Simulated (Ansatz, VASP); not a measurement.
**Te: VASP beside Ansatz**

```
Te
1.0
     2.25883    1.30414    1.65643
    -2.25883    1.30414    1.65643
     0.00000   -2.60827    1.65643
Te
1
Direct
  0.50000 0.50000 0.50000
```

Change from the starting cell: volume scaled by 0.94.

Alike in both runs: task single point; functional PBEsol; k mesh 9 × 9 × 9; occupations fermi-dirac, width 0.05 eV; no spin polarisation.

|  | VASP | Ansatz |
| --- | --- | --- |
| version | VASP 6.6.1 | Ansatz 0.2.0 |
| potentials or method | VASP PAW PBE potentials, release 64 (Te), cutoff 520 eV | all-electron LAPW, scalar-relativistic |

Ansatz gave:

```
gap on the k mesh at the Fermi level (eV)       : none
pressure (GPa)                                  : 4.0
largest component of the traceless stress (GPa) : 0.61
```

Problem. Estimate VASP's values.

Solution. gap on the k mesh at the Fermi level (eV): none; pressure (GPa): 4.0; largest component of the traceless stress (GPa): 0.63.

A gap of «none» marks a metal or a gap that the smearing closes. Ansatz ran all-electron here, so the differences hold the error of VASP's frozen core and of both bases.

Caveats: the PAW data sets were made with another functional, which shifts forces and pressure a little (VASP). The runs have no spin-orbit coupling, so splittings on Te are missing.
